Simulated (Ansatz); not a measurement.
## Yb: computed DOS

```cif
data_structure
_symmetry_space_group_name_H-M 'Fm-3m'
_symmetry_Int_Tables_number 225
_cell_length_a 5.4493
_cell_length_b 5.4493
_cell_length_c 5.4493
_cell_angle_alpha 90.000
_cell_angle_beta 90.000
_cell_angle_gamma 90.000
_cell_volume 161.81
loop_
_atom_site_label
_atom_site_type_symbol
_atom_site_symmetry_multiplicity
_atom_site_Wyckoff_symbol
_atom_site_fract_x
_atom_site_fract_y
_atom_site_fract_z
_atom_site_occupancy
Yb1 Yb 4 a 0.00000 0.00000 0.00000 1
```

The runs use the primitive cell with vectors (0.000, 2.725, 2.725), (2.725, 0.000, 2.725), (2.725, 2.725, 0.000) Å, to which the k mesh refers.

The cell is the one relaxed in the Materials Project (mp-162), not relaxed further here; entries there can be hypothetical.

Semilocal functionals without a Hubbard term describe localised f shells poorly; where the shell is localised, the real material differs.

Spin–orbit coupling is left out, though it moves levels of the heavy atoms by tenths of an eV or more.

Method: Ansatz 0.2.0, DFT, PBEsol, all-electron LAPW, scalar-relativistic.

Numerical set-up: a Γ-centred 12×12×12 k mesh, Fermi–Dirac smearing of 0.03 eV, basis error target 1 meV/atom, no spin polarisation.

States per eV and cell, averaged over 0.4 eV, from -5.0 to 2.0 eV, with energies (bin centres) from the Fermi level; empty bins are left out. The partial columns, the largest 4 alone, are projections on Löwdin-orthogonalised atomic shells (those that the program's projection atoms carry: the occupied ones and, for some elements, an empty d or f shell; other empty shells have no column), summed over atoms of an element. Weights on diffuse s and p shells depend on that basis and aren't pure angular character.

```csv
E (eV),total,Yb 4f,Yb 5d,Yb 6s,Yb 5p
-4.9,0.02,0.00,0.00,0.02,0.00
-4.5,0.11,0.00,0.01,0.10,0.00
-4.1,0.17,0.00,0.03,0.14,0.00
-3.7,0.22,0.00,0.06,0.16,0.00
-3.3,0.27,0.00,0.09,0.17,0.00
-2.9,0.33,0.00,0.13,0.19,0.01
-2.5,0.40,0.00,0.19,0.19,0.01
-2.1,0.50,0.00,0.28,0.20,0.01
-1.7,0.68,0.01,0.44,0.20,0.01
-1.3,0.72,0.02,0.50,0.17,0.01
-0.9,0.88,0.13,0.60,0.13,0.01
-0.5,29.32,28.54,0.67,0.06,0.01
-0.1,6.43,5.91,0.46,0.03,0.01
0.3,2.24,0.17,1.82,0.05,0.02
0.7,1.48,0.06,1.30,0.04,0.01
1.1,2.04,0.06,1.71,0.07,0.02
1.5,1.46,0.03,1.22,0.11,0.01
1.9,1.04,0.01,0.94,0.05,0.00
```

**Question.** Which of the resolved shells contributes most within 0.3 eV of the Fermi level?

**Answer.** Yb 4f, with 81 % of all states there; Yb 5d follows with 16 %.

**Question.** Where is the centre of the filled Yb 4f states between -14 eV and the top of the filled states?

**Answer.** -0.37 eV from the Fermi level.
